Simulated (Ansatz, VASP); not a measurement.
## Two plane-wave programs on BaZrO3

The input INCAR:

```
SYSTEM = BaZrO3
ALGO = Normal
EDIFF = 1E-6
EDIFFG = -0.005
ENCUT = 600
GGA = PE
IBRION = 2
ISIF = 3
ISMEAR = 0
LASPH = .True.
LCHARG = .False.
LREAL = .False.
LWAVE = .False.
NELM = 60
NSW = 100
PREC = Accurate
SIGMA = 0.02
```

File KPOINTS:

```
k-points
0
Gamma
  6 6 6
  0 0 0
```

Contents of POSCAR:

```
BaZrO3
1.0
    4.2265556233      0.0000000000      0.0000000000
    0.0000000000      4.2265556233      0.0000000000
    0.0000000000      0.0000000000      4.2265556233
Ba Zr O
1 1 3
Direct
    0.0000000000      0.0000000000      0.0000000000
    0.5000000000      0.5000000000      0.5000000000
    0.0000000000      0.5000000000      0.5000000000
    0.5000000000      0.0000000000      0.5000000000
    0.5000000000      0.5000000000      0.0000000000
```

Input for Ansatz:

```yaml
crystal:
  lattice:
    - [4.2265556233, 0.0, 0.0]
    - [0.0, 4.2265556233, 0.0]
    - [0.0, 0.0, 4.2265556233]
  atoms:
    - { symbol: Ba, position: [0.0, 0.0, 0.0] }
    - { symbol: Zr, position: [0.5, 0.5, 0.5] }
    - { symbol: O, position: [0.0, 0.5, 0.5] }
    - { symbol: O, position: [0.5, 0.0, 0.5] }
    - { symbol: O, position: [0.5, 0.5, 0.0] }
basis:
  ecutwfc: 420
kpoints:
  mp_grid: { grid: [6, 6, 6] }
hamiltonian:
  xc: pbe
scf:
  occupations: { method: gaussian, width: 0.02 }
output:
  forces: true
  stress: true
  eigenvalues: true
relax:
  adjacent_minimum: "off"
  f_tol: 0.005
  max_steps: 80
  cell: { stress_tol: 0.05 }
```

Alike in both runs: task relaxation of cell and atoms; functional PBE; k mesh 6 × 6 × 6; occupations gaussian, width 0.02 eV; no spin polarisation.

|  | VASP | Ansatz |
| --- | --- | --- |
| version | VASP 6.6.1 | Ansatz 0.2.0 |
| potentials or method | VASP PAW PBE potentials, release 64 (Ba_sv, Zr_sv, O) | scalar-relativistic, plane waves, PAW |
| plane-wave cutoff (eV) | 600 | 420 |
| valence electrons in the cell | 40 | 40 |

|  | VASP | Ansatz | Ansatz less VASP |
| --- | --- | --- | --- |
| gap on the k mesh at the Fermi level, each at its own relaxed structure (eV) | 3.12 | 3.18 | +0.057 |
| relaxed volume (Å³/atom) | 15.19 | 15.11 | -0.076 |
| relaxed cell length with the largest relative difference (Å) | 4.235 | 4.228 | -0.0071 |

Caveats: spin-orbit coupling is left out, which moves the levels of the heavy elements. A k mesh can miss the band edges. Expect the measured gap to be larger: semilocal functionals such as PBE lack the derivative discontinuity.
